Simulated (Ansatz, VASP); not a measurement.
# Si54BC54 (start site: B_i (void)): VASP beside Ansatz

One calculation is typed for both programs; each brings its own data sets. How far apart do they land? Of the first pair: The structure shown is the start of the Ansatz relaxation below; VASP solves that cell, so the two are compared at the walk's first step.

Program: Ansatz 0.2.0. Level of theory: plane waves, with VASP 6.6.1 beside it; r2SCAN. Results are calculated unless marked as measured.

## (1) The structure

The cell holds 109 atoms: 54 Si, 54 C and 1 B. Its edges and angles: a = 9.236 Å, b = 9.236 Å, c = 15.108 Å, α = 90.0°, β = 90.0°, γ = 120.0°. It derives from SiC (SiC (P6_3mc)). Nearest the centre at fractional (0.111, 0.222, 0.437): B109 at 0.05 Å, Si11 at 1.97 Å, Si29 at 1.98 Å, C56 at 1.98 Å, Si5 at 1.99 Å, C80 at 1.99 Å, C62 at 2.04 Å, Si8 at 2.33 Å.

## (2) Ansatz: relaxation, r2SCAN

Ansatz runs on its PAW soft_1 files.

The two programs are compared at the cell with which this relaxation starts, whose forces are those of its first step.

input.yaml reads:

```yaml
crystal:
  lattice:
    - [9.23599493, 0.0, 0.0]
    - [-4.61799746, 7.99860624, 0.0]
    - [0.0, 0.0, 15.1078644]
  atoms:
    - { symbol: Si, position: [0.11111111, 0.22222222, 0.8329854] }
    - { symbol: Si, position: [0.22222222, 0.11111111, 0.3329854] }
    - { symbol: Si, position: [0.22222222, 0.11111111, 0.66650102] }
    - { symbol: Si, position: [0.11111111, 0.22222222, 0.16650102] }
    - { symbol: Si, position: [0.0, 0.0, 0.49972248] }
[... 2 atom lines left out ...]
    - { symbol: C, position: [0.0, 0.0, 0.37436694] }
    - { symbol: C, position: [0.11111111, 0.22222222, 0.70799668] }
[... 1 atom line left out ...]
    - { symbol: C, position: [0.22222222, 0.11111111, 0.54152848] }
[... 2 atom lines left out ...]
    - { symbol: Si, position: [0.22222222, 0.44444444, 0.3329854] }
[... 2 atom lines left out ...]
    - { symbol: Si, position: [0.0, 0.33333333, 0.49972248] }
[... 5 atom lines left out ...]
    - { symbol: C, position: [0.22222222, 0.44444444, 0.54152848] }
[... 2 atom lines left out ...]
    - { symbol: Si, position: [0.22222222, 0.77777778, 0.3329854] }
    - { symbol: Si, position: [0.22222222, 0.77777778, 0.66650102] }
[... 1 atom line left out ...]
    - { symbol: Si, position: [0.0, 0.66666667, 0.49972248] }
[... 2 atom lines left out ...]
    - { symbol: C, position: [0.0, 0.66666667, 0.37436694] }
[... 2 atom lines left out ...]
    - { symbol: C, position: [0.22222222, 0.77777778, 0.54152848] }
[... 2 atom lines left out ...]
    - { symbol: Si, position: [0.55555556, 0.11111111, 0.3329854] }
    - { symbol: Si, position: [0.55555556, 0.11111111, 0.66650102] }
[... 1 atom line left out ...]
    - { symbol: Si, position: [0.33333333, 0.0, 0.49972248] }
[... 2 atom lines left out ...]
    - { symbol: C, position: [0.33333333, 0.0, 0.37436694] }
    - { symbol: C, position: [0.44444444, 0.22222222, 0.70799668] }
[... 1 atom line left out ...]
    - { symbol: C, position: [0.55555556, 0.11111111, 0.54152848] }
[... 2 atom lines left out ...]
    - { symbol: Si, position: [0.55555556, 0.44444444, 0.3329854] }
[... 2 atom lines left out ...]
    - { symbol: Si, position: [0.33333333, 0.33333333, 0.49972248] }
[... 2 atom lines left out ...]
    - { symbol: C, position: [0.33333333, 0.33333333, 0.37436694] }
    - { symbol: C, position: [0.44444444, 0.55555556, 0.70799668] }
    - { symbol: C, position: [0.55555556, 0.44444444, 0.20799668] }
    - { symbol: C, position: [0.55555556, 0.44444444, 0.54152848] }
[... 2 atom lines left out ...]
    - { symbol: Si, position: [0.55555556, 0.77777778, 0.3329854] }
[... 1 atom line left out ...]
    - { symbol: Si, position: [0.44444444, 0.88888889, 0.16650102] }
    - { symbol: Si, position: [0.33333333, 0.66666667, 0.49972248] }
[... 2 atom lines left out ...]
    - { symbol: C, position: [0.33333333, 0.66666667, 0.37436694] }
[... 5 atom lines left out ...]
    - { symbol: Si, position: [0.88888889, 0.11111111, 0.3329854] }
[... 2 atom lines left out ...]
    - { symbol: Si, position: [0.66666667, 0.0, 0.49972248] }
[... 2 atom lines left out ...]
    - { symbol: C, position: [0.66666667, 0.0, 0.37436694] }
[... 2 atom lines left out ...]
    - { symbol: C, position: [0.88888889, 0.11111111, 0.54152848] }
[... 2 atom lines left out ...]
    - { symbol: Si, position: [0.88888889, 0.44444444, 0.3329854] }
[... 2 atom lines left out ...]
    - { symbol: Si, position: [0.66666667, 0.33333333, 0.49972248] }
[... 2 atom lines left out ...]
    - { symbol: C, position: [0.66666667, 0.33333333, 0.37436694] }
[... 1 atom line left out ...]
    - { symbol: C, position: [0.88888889, 0.44444444, 0.20799668] }
    - { symbol: C, position: [0.88888889, 0.44444444, 0.54152848] }
[... 2 atom lines left out ...]
    - { symbol: Si, position: [0.88888889, 0.77777778, 0.3329854] }
[... 2 atom lines left out ...]
    - { symbol: Si, position: [0.66666667, 0.66666667, 0.49972248] }
[... 2 atom lines left out ...]
    - { symbol: C, position: [0.66666667, 0.66666667, 0.37436694] }
[... 2 atom lines left out ...]
    - { symbol: C, position: [0.88888889, 0.77777778, 0.54152848] }
[... 1 atom line left out ...]
    - { symbol: B, position: [0.111111, 0.222222, 0.437048] }
  host:
    repeats: [3, 3, 1]
    atoms:
      - { symbol: Si, position: [0.33333333, 0.66666667, 0.8329854] }
      - { symbol: Si, position: [0.66666667, 0.33333333, 0.3329854] }
      # ... 10 more atoms of the perfect host
basis:
  ecutwfc: 500
  xc_grid: 2
hamiltonian:
  xc: r2scan
  pseudopotentials: { kind: paw, azcp: { folder: soft_1 } }
kpoints:
  mp_grid: { grid: [1, 1, 1], shift: [0.25, 0.25, 0.25] }
magnetization:
  spin_polarized: true
  initial_magnetization: 1
  spin_locking: { lock_magnetization: hard }
scf:
  occupations: { method: fixed }
  max_iter: 80
output:
  forces: true
  charged_corrections:
    epsilon: [7.09, 7.09, 7.35]
    static_epsilon: [10.43, 10.43, 10.95]
    defect_position: [0.111111, 0.222222, 0.437048]
relax:
  f_tol: 0.02
  max_steps: 80
  random_displacement: { amplitude: 0.05, seed: 581 }
checkpoint:
  write: "../q0_M1.relax.run"
  compress: false
  write_wavefunctions: true
  write_every: 100000
```

Run with:

```console
ansatz run input.yaml --threads 4 --pin off --max-ram 15073MiB --backend cpu --events-out ev --progress --plain --runs-dir out
```

Numbers of over 12 decimals in the logs are rounded to 6 here.

The log of the run:

```text
Warning: This run holds its total moment fixed (magnetization.spin_locking.lock_magnetization: hard) and mixes its density by anderson or broyden (scf.mixing.algorithm, typed or taken by auto). Slabs with a fixed moment have converged under broyden above another state at the same moment, at the default mixing steps and at smaller ones, and under scf.lower_state_search: standard, light or off a state that such a mixer [...]
Engine: ansatz 0.2.0, aarch64-unknown-linux-gnu
Pseudopotentials: kind: paw
Pseudopotential: Si, paw, valence charge 4, recommended cutoff 500 eV (meta_gga), soft_1/Si.paw.azcp
Pseudopotential: C, paw, valence charge 4, recommended cutoff 500 eV (meta_gga), soft_1/C.paw.azcp
Pseudopotential: B, paw, valence charge 3, recommended cutoff 500 eV (meta_gga), soft_1/B.paw.azcp
Functional definition: r2SCAN
  parameter k0 = 0.174
  parameter k1 = 0.065
  parameter a1 = 4.9479
  exchange = r2scan_x(k0 = k0, k1 = k1, a1 = a1)
  correlation = r2scan_c
Crystal: 109 atoms, lattice volume = 1116.095 Å³
Basis set: ecut = 500 eV, 28399 PW (Γ), exchange–correlation on 144×144×240 points (8 copies of the dense FFT grid, shifted against one another)
Bands: 327, of which v1, the nominal top of the filled ones, is band 218 counted from 1 (217 counted from 0)
Symmetry: 1 space group operations
k-points: 1
Non-local potential: Si, projectors of the file, l = 0: 2, l = 1: 2, l = 2: 1
Non-local potential: C, projectors of the file, l = 0: 2, l = 1: 2, l = 2: 1
Non-local potential: B, projectors of the file, l = 0: 2, l = 1: 2, l = 2: 1
PAW form: soft (Blöchl's): semilocal exchange-correlation on the pseudo side does not see the compensation charge
PAW frozen core: Si, regenerated for the run's functional (the file was generated under x = pbe(κ = 0.804, μ = 0.219515), c = pbe(β = 0.066725))
PAW frozen core: C, regenerated for the run's functional (the file was generated under x = pbe(κ = 0.804, μ = 0.219515), c = pbe(β = 0.066725))
PAW frozen core: B, regenerated for the run's functional (the file was generated under x = pbe(κ = 0.804, μ = 0.219515), c = pbe(β = 0.066725))
PAW one-centre angular grid: Si, 302 points (default); XC on 160 Gauss nodes
PAW one-centre angular grid: C, 302 points (default); XC on 219 of its mesh's 2255 points in the sphere
PAW one-centre angular grid: B, 302 points (default); XC on 223 of its mesh's 2233 points in the sphere
Initial density: superposition of atomic densities (chi_scale 0.1, normalization cell)
Starting moments: Σ|m| = 1 μB on 109 of 109 sites
Initial wavefunctions: pseudopotential atomic-orbital guess
Functional: x = r2scan, c = r2scan; τ floored in thin density (d = 2e-4 eV/Å³)
SCF iter   1: F=—  HF=-48352.325136 eV  |F-HF|=—  |Δ(HF+E_count)|=         —  Δρ=7.18e-2 (↑7.18e-2 ↓7.18e-2)  dr2=2.86e2  dr2_τ=7.47e0  dr2_m=7.52e-2  M=1.000 μB ∫|m|=1.004 μB  β_m=1.20  ethr=3.10e-3  ⟨swp⟩=5.0  Hψ=2248  notcnv=0  defer=206
preconditioner: auto → Resta (q_TF=auto, 2.332 Å⁻¹)  ε∞=3.9  [insulator: Δε(μ)=0.172 eV  Ē_g=13.720 eV  n_scr=244 (ndim 8)  ℏωp=23.2 eV  f_vac=0.000  ε∞_Penn≈3.9]
spin=Collinear: Resta preconditioning applied to the charge; magnetization (m = ρ↑ − ρ↓) channel mixes plain (no charge-response kernel on spin).
SCF iter   2: F=—  HF=-48296.331669 eV  |F-HF|=—  |Δ(HF+E_count)|=    5.60e1  Δρ=4.18e-2 (↑4.18e-2 ↓4.18e-2)  dr2=9.35e1  dr2_τ=3.87e-1  dr2_m=3.54e-3  M=1.000 μB ∫|m|=1.120 μB  β_m=1.20  ethr=3.10e-3  ⟨swp⟩=3.0  Hψ=1125  notcnv=0  defer=214  κ⁻¹=1.0e0(r=1)
SCF iter   3: F=—  HF=-48278.938048 eV  |F-HF|=—  |Δ(HF+E_count)|=    1.74e1  Δρ=1.58e-2 (↑1.56e-2 ↓1.58e-2)  dr2=7.68e0  dr2_τ=3.59e-2  dr2_m=1.18e-2  M=1.000 μB ∫|m|=1.230 μB  β_m=1.20  ethr=3.10e-3  ⟨swp⟩=3.0  Hψ=1020  notcnv=0  defer=211  κ⁻¹=6.2e-2(r=2)
SCF iter   4: F=—  HF=-48279.762701 eV  |F-HF|=—  |Δ(HF+E_count)|=   8.25e-1  Δρ=1.05e-2 (↑1.05e-2 ↓1.04e-2)  dr2=2.85e0  dr2_τ=1.51e-2  dr2_m=6.25e-3  M=1.000 μB ∫|m|=1.176 μB  β_m=1.20  ethr=1.77e-3  ⟨swp⟩=3.0  Hψ=999  notcnv=0  defer=215  κ⁻¹=3.5e-3(r=3)
SCF iter   5: F=—  HF=-48280.199769 eV  |F-HF|=—  |Δ(HF+E_count)|=   4.37e-1  Δρ=2.07e-3 (↑1.83e-3 ↓2.07e-3)  dr2=1.37e-1  dr2_τ=2.58e-3  dr2_m=1.03e-2  M=1.000 μB ∫|m|=1.215 μB  β_m=1.20  ethr=6.56e-4  ⟨swp⟩=4.0  Hψ=899  notcnv=0  defer=215  κ⁻¹=4.8e-4(r=4)
[...]
- { symbol: Si, position: [0.111005, 0.222483, 0.165509] }
    - { symbol: Si, position: [0.00335471, 0.010004, 0.502799] }
    - { symbol: Si, position: [0.00035589, -0.000235108, 1.000140] }
    - { symbol: C, position: [0.00111146, -0.000485473, 0.875283] }
    - { symbol: C, position: [0.00303469, 0.011051, 0.375167] }
    - { symbol: C, position: [0.111364, 0.222406, 0.709333] }
    - { symbol: C, position: [0.221928, 0.111602, 0.206338] }
    - { symbol: C, position: [0.223873, 0.109517, 0.545107] }
    - { symbol: C, position: [0.111229, 0.222303, 0.041681] }
    - { symbol: Si, position: [0.111526, 0.555505, 0.833885] }
    - { symbol: Si, position: [0.227304, 0.458895, 0.327560] }
    - { symbol: Si, position: [0.222880, 0.446289, 0.669142] }
    - { symbol: Si, position: [0.110422, 0.556800, 0.165331] }
    - { symbol: Si, position: [0.00382888, 0.329427, 0.502932] }
    - { symbol: Si, position: [0.000357341, 0.333373, 0.999945] }
    - { symbol: C, position: [0.00106963, 0.332979, 0.875219] }
    - { symbol: C, position: [0.00316104, 0.329958, 0.375368] }
    - { symbol: C, position: [0.110824, 0.555977, 0.709531] }
    - { symbol: C, position: [0.222084, 0.445919, 0.206414] }
    - { symbol: C, position: [0.223939, 0.450310, 0.545694] }
    - { symbol: C, position: [0.111361, 0.555909, 0.041578] }
    - { symbol: Si, position: [0.111615, 0.888342, 0.833801] }
    - { symbol: Si, position: [0.220425, 0.779210, 0.332825] }
    - { symbol: Si, position: [0.222078, 0.778019, 0.667716] }
    - { symbol: Si, position: [0.109883, 0.888503, 0.165881] }
    - { symbol: Si, position: [-0.00104479, 0.667258, 0.501717] }
    - { symbol: Si, position: [0.000302944, 0.666346, 0.999689] }
    - { symbol: C, position: [0.000612662, 0.666142, 0.875123] }
    - { symbol: C, position: [-0.000577825, 0.667899, 0.375529] }
    - { symbol: C, position: [0.111003, 0.888487, 0.709399] }
    - { symbol: C, position: [0.221573, 0.778467, 0.208189] }
    - { symbol: C, position: [0.221946, 0.778605, 0.542461] }
    - { symbol: C, position: [0.111506, 0.888712, 0.041703] }
    - { symbol: Si, position: [0.445603, 0.222330, 0.833817] }
    - { symbol: Si, position: [0.553806, 0.112604, 0.332851] }
    - { symbol: Si, position: [0.555713, 0.111657, 0.667723] }
    - { symbol: Si, position: [0.445025, 0.223636, 0.165864] }
    - { symbol: Si, position: [0.332872, 0.000606844, 0.502128] }
    - { symbol: Si, position: [0.334117, -0.000313671, 0.999782] }
    - { symbol: C, position: [0.334394, -0.000388647, 0.875001] }
    - { symbol: C, position: [0.332897, 3.655619712976523e-5, 0.375909] }
    - { symbol: C, position: [0.445176, 0.222662, 0.709399] }
    - { symbol: C, position: [0.554875, 0.111769, 0.208215] }
    - { symbol: C, position: [0.554981, 0.111595, 0.542461] }
    - { symbol: C, position: [0.445098, 0.222309, 0.041685] }
    - { symbol: Si, position: [0.445663, 0.555425, 0.833947] }
    - { symbol: Si, position: [0.556715, 0.445592, 0.331483] }
    - { symbol: Si, position: [0.555291, 0.444506, 0.667062] }
[...]
- { symbol: Si, position: [0.666146, 0.334468, 0.501705] }
    - { symbol: Si, position: [0.667450, 0.333458, 0.999705] }
[...]
- { symbol: C, position: [0.889321, 0.444145, 0.542061] }
    - { symbol: C, position: [0.778205, 0.555530, 0.042185] }
    - { symbol: Si, position: [0.778507, 0.888290, 0.833953] }
    - { symbol: Si, position: [0.887550, 0.776254, 0.331549] }
    - { symbol: Si, position: [0.889119, 0.778331, 0.667072] }
    - { symbol: Si, position: [0.776716, 0.887522, 0.165244] }
    - { symbol: Si, position: [0.666030, 0.667207, 0.501458] }
    - { symbol: Si, position: [0.667242, 0.666376, 0.999990] }
    - { symbol: C, position: [0.667965, 0.666074, 0.875295] }
    - { symbol: C, position: [0.664673, 0.668344, 0.375398] }
    - { symbol: C, position: [0.777870, 0.888412, 0.709544] }
    - { symbol: C, position: [0.888538, 0.779000, 0.208004] }
    - { symbol: C, position: [0.889981, 0.780860, 0.542066] }
    - { symbol: C, position: [0.777660, 0.888632, 0.041450] }
    - { symbol: B, position: [0.109566, 0.223786, 0.404282] }
```

Reading the cycles: dr2 is the Hartree energy of the density residual (eV), the measure of convergence; HF is the Harris–Foulkes estimate of the energy, which meets the free energy F at convergence.

## (3) VASP: single point, r2SCAN, start cell, pair 1

The same cell, functional and mesh now go to VASP, with its own data sets.

Lines of VASP's logs that name or quote its potential files are left out, and so is its time.

INCAR reads:

```
SYSTEM = Si54BC54
PREC = Accurate
ENCUT = 580
EDIFF = 1E-06
NELM = 200
ISMEAR = 0
SIGMA = 0.01
LREAL = Auto
ALGO = Normal
METAGGA = R2SCAN
LASPH = .TRUE.
NBANDS = 293
ISPIN = 2
MAGMOM = 0 0.01 0 0 0 0 0 0 0 0 0 0 0 0 0 0 0 0 0 0 0 0 0 0 0 0.01 0 0 0 0 0 0 0 0 0 0 0 0 0 0 0 0 0 0.01 0 0.01 0 0 0 0.01 0 0 0 0 0 0.01 0 -0 -0 0 0 0 0 0 0 -0 -0 -0 0 0.01 0 0 -0 -0 0 0.01 0 0 0 0.01 0 -0 -0 0 0 0 -0 0 0 -0 0 0 -0 0.01 0 -0 -0 -0 0 0 0 0.01 0 0.01 0 -0 -0 0 0.01
LORBIT = 11
LWAVE = .FALSE.
LCHARG = .FALSE.
ISIF = 2
ISYM = 0
NUPDOWN = 1
GGA_COMPAT = .FALSE.
LMIXTAU = .TRUE.
```

POSCAR reads:

```
Si54BC54
1.0
    9.2359949282      0.0000000000      0.0000000000
   -4.6179974641      7.9986062370      0.0000000000
    0.0000000000      0.0000000000     15.1078644027
Si C B
54 54 1
Direct
    0.1073411243      0.2243128299      0.8319548458
    0.2243499535      0.1156548994      0.3352565833
    0.2201147470      0.1052994703      0.6653839836
    0.1068182750      0.2198905594      0.1689040841
    0.0034857653      0.0053160512      0.5013884688
[... 2 atom lines left out ...]
    0.2175541353      0.4391706375      0.3342563095
    0.2231332326      0.4395464529      0.6665968618
[... 1 atom line left out ...]
    0.0045254244      0.3341460901      0.4976184456
[... 2 atom lines left out ...]
    0.2205695467      0.7733248539      0.3306892931
[... 2 atom lines left out ...]
    0.9981618915      0.6645417767      0.4966463691
[... 5 atom lines left out ...]
    0.3275097772      0.9963942468      0.5008480880
[... 2 atom lines left out ...]
    0.5600563537      0.4429928034      0.3325943936
    0.5564253610      0.4474209498      0.6636154345
[... 1 atom line left out ...]
    0.3315357784      0.3301642713      0.4968727412
[... 2 atom lines left out ...]
    0.5613486701      0.7812564858      0.3341768807
[... 2 atom lines left out ...]
    0.3294803852      0.6624380352      0.5019158763
[... 2 atom lines left out ...]
    0.8842595206      0.1123882053      0.3333383108
    0.8927257398      0.1168782376      0.6653649869
[... 1 atom line left out ...]
    0.6609557377      0.9993120051      0.4999576246
[... 2 atom lines left out ...]
    0.8868155801      0.4423229367      0.3299344545
    0.8923564102      0.4468034673      0.6637740274
[... 1 atom line left out ...]
    0.6625032924      0.3321487421      0.5021294736
[... 2 atom lines left out ...]
    0.8904338967      0.7759161804      0.3302121906
[... 2 atom lines left out ...]
    0.6605319079      0.6625595564      0.4997122557
[... 2 atom lines left out ...]
    0.9981776438      0.0042649930      0.3742727529
    0.1111180729      0.2186490931      0.7055122892
    0.2218662479      0.1153308430      0.2099174917
    0.2221459667      0.1106540282      0.5448278314
[... 2 atom lines left out ...]
    0.0031447018      0.3383220676      0.3724126620
[... 1 atom line left out ...]
    0.2217820276      0.4388284529      0.2081274306
    0.2179623369      0.4452360692      0.5431644593
[... 2 atom lines left out ...]
    0.9984064300      0.6710079032      0.3749792723
[... 5 atom lines left out ...]
    0.3311019066      0.0039260590      0.3741277291
[... 2 atom lines left out ...]
    0.5607367414      0.1124508412      0.5432147643
[... 2 atom lines left out ...]
    0.3300244540      0.3271117395      0.3740694813
[... 2 atom lines left out ...]
    0.5534007117      0.4484478788      0.5414691833
[... 2 atom lines left out ...]
    0.3319600606      0.6709701467      0.3754242062
[... 2 atom lines left out ...]
    0.5610143026      0.7786490315      0.5403838546
[... 2 atom lines left out ...]
    0.6664929517      0.9987231525      0.3711396827
[... 1 atom line left out ...]
    0.8868436235      0.1150312908      0.2088027080
    0.8937122736      0.1137395657      0.5436295151
[... 2 atom lines left out ...]
    0.6648566147      0.3350650001      0.3770939325
[... 2 atom lines left out ...]
    0.8901998273      0.4488081915      0.5438376187
[... 2 atom lines left out ...]
    0.6656306471      0.6612219483      0.3756243006
[... 2 atom lines left out ...]
    0.8950428482      0.7810216949      0.5409562055
[... 1 atom line left out ...]
    0.1118331209      0.2271099422      0.4388224453
```

KPOINTS reads:

```
Points of the shifted mesh
1
Reciprocal
 0.2500000000  0.2500000000  0.2500000000 1
```

Potentials, in the order of the species: Si, C and B (PBE family, release 64).

Run with:

```console
export OMP_NUM_THREADS=3
mpirun -np 1 vasp_std
```

The log of the run:

```text
[banner, memory and clock lines left out]
running    1 mpi-ranks, on    1 nodes
[...]
Offloading initialized ...    1 GPUs detected
[...]
|                                                                             |
|               ----> ADVICE to this user running VASP <----                  |
|                                                                             |
|     You enforced a specific xc type in the INCAR file but a different       |
|     [... a line on the potential file left out ...]
|     I HOPE YOU KNOW WHAT YOU ARE DOING!                                     |
|                                                                             |

 LDA part: xc-table for (None), standard interpolation
 POSCAR, INCAR and KPOINTS ok, starting setup
[...]
entering main loop
       N       E                     dE             d eps       ncg     rms          rms(c)
DAV:   1     0.125466630556E+04    0.12547E+04   -0.21934E+05  1172   0.152E+03
DAV:   2    -0.103822895290E+04   -0.22929E+04   -0.21769E+04  1446   0.260E+02
DAV:   3    -0.119989289944E+04   -0.16166E+03   -0.15991E+03  1432   0.641E+01
DAV:   4    -0.120360730990E+04   -0.37144E+01   -0.36968E+01  1416   0.105E+01
[...]
DAV:  16    -0.104293470288E+04   -0.19152E-05   -0.40900E-05  1368   0.890E-03    0.929E-03
DAV:  17    -0.104293470453E+04   -0.16511E-05   -0.84718E-06  1248   0.436E-03    0.476E-03
DAV:  18    -0.104293470507E+04   -0.54188E-06   -0.22068E-06   792   0.241E-03
   1 F= -.10429347E+04 E0= -.10429347E+04  d E =-.165773E-14  mag=     0.9991
```

From OUTCAR (step 3):

```text
  energy  without entropy=    -1042.9347050730  energy(sigma->0) =    -1042.93470507

 magnetization (x)
# of ion       s       p       d       tot
------------------------------------------
    1        0.000  -0.000   0.000   0.000
    2        0.000   0.001   0.000   0.001
    3        0.000   0.001   0.000   0.002
    4        0.000   0.001   0.000   0.001
    5        0.000   0.003   0.000   0.003
    6        0.000   0.000   0.000   0.000
[...]
107        0.000   0.001   0.000   0.001
  108        0.000  -0.000   0.000   0.000
  109        0.021   0.145   0.000   0.166
--------------------------------------------------
tot          0.131   0.278   0.000   0.409
```

The run ends at a pressure of 1.73 GPa, with forces up to 4.0 eV/Å.

(Continued in part 2 of 2.)

[Lines on the potential files, build, host, timing and source positions are cut from VASP's logs without a mark.]

[Logs are printed without paths, hosts, clocks, repeated set-up lines and the standing remarks that a program may print on its own settings, such as how far it seeks lower states.]

[Hosts, paths, dates, database ids (printed as entryN), source tags and the programs' standing remarks are cut or masked in the printed files.]
